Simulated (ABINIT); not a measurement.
Crystal: Zn.

```
Zn
1.0
     2.67000    0.00000    0.00000
    -1.33500    2.31229    0.00000
     0.00000    0.00000    4.96600
Zn
2
Direct
  0.66667 0.33333 0.75000
  0.33333 0.66667 0.25000
```

```yaml
Program: ABINIT 10.8.3 (patched build)
Task: relaxation of cell and atoms
Functional: PBEsol
Potentials_or_basis: PseudoDojo NC SR PBEsol v0.4.1 standard
Cutoff: 1143 eV
k_mesh: 8 × 8 × 4
Occupations: fermi-dirac, width 0.05 eV
Spin: no spin polarisation
```

At the start: pressure -5.7 GPa; volume 15.33 Å³/atom.

Task: Where does the relaxation end?

Result: Over 14 steps the energy falls by 51.3 meV/atom and the volume is 13.92 Å³/atom (-9.2 %); space group P6_3/mmc (No. 194, to 0.05 Å).

The path:
```tsv
step	energy change (eV)	largest force (eV/Å)	pressure (GPa)	volume (Å³)
1	0.0000	0.0000	-5.68	30.66
2	-0.0179	0.0000	-4.63	30.13
3	-0.0547	0.0000	2.05	27.68
4	-0.0593	0.0000	0.65	28.05
5	-0.0657	0.0000	-0.36	28.24
6	-0.0858	0.0000	-1.03	28.16
7	0.0124	0.0000	1.49	28.69
8	0.2577	0.0000	16.67	25.25
9	-0.0721	0.0000	-2.95	28.80
10	-0.1001	0.0000	-1.42	28.27
11	-0.1020	0.0000	-0.73	28.05
12	-0.1025	0.0000	0.20	27.79
13	-0.1025	0.0000	0.00	27.84
14	-0.1025	0.0000	0.00	27.84
```

Final structure:
```cif
data_structure
_symmetry_space_group_name_H-M 'P 1'
_symmetry_Int_Tables_number 1
_cell_length_a 2.6834
_cell_length_b 2.6834
_cell_length_c 4.4649
_cell_angle_alpha 90.000
_cell_angle_beta 90.000
_cell_angle_gamma 120.000
_cell_volume 27.84
loop_
_atom_site_label
_atom_site_type_symbol
_atom_site_fract_x
_atom_site_fract_y
_atom_site_fract_z
_atom_site_occupancy
Zn1 Zn 0.66667 0.33333 0.75000 1
Zn2 Zn 0.33333 0.66667 0.25000 1
```
